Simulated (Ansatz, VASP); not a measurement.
# S: VASP beside Ansatz

```
S
1.0
     5.67805    0.00000    0.00000
     0.00000    5.67805    0.00000
     0.00000    0.00000    2.94962
S
4
Direct
  0.88339 0.88339 0.50000
  0.11661 0.11661 0.50000
  0.38339 0.61661 0.00000
  0.61661 0.38339 0.00000
```

Alike in both runs: task single point; functional PBE; k mesh 2 × 2 × 4; no spin polarisation.

|  | VASP | Ansatz |
| --- | --- | --- |
| version | VASP 6.6.1 | Ansatz 0.2.0 |
| potentials or method | VASP PAW PBE potentials, release 64 (S) | scalar-relativistic, plane waves, PAW |
| plane-wave cutoff (eV) | 520 | 420 |
| occupations | methfessel-paxton of order 1, width 0.11 eV | cold, width 0.11 eV |
| valence electrons in the cell | 24 | 24 |

Ansatz gave:

```
gap on the k mesh at the Fermi level (eV)       : none
pressure (GPa)                                  : 4.6
largest component of the traceless stress (GPa) : 2.01
rms of the force components (eV/Å)              : 0.474
```

Problem. Which values does VASP return?

Solution. gap on the k mesh at the Fermi level (eV): none; pressure (GPa): 3.9; largest component of the traceless stress (GPa): 2.61; rms of the force components (eV/Å): 0.316.

Atom by atom the forces differ by 0.158 eV/Å (rms over components). A gap of «none» marks a metal or a gap that the smearing closes.

Caveats: the k mesh is coarse (spacing up to 0.55 Å⁻¹), so the values aren't converged.
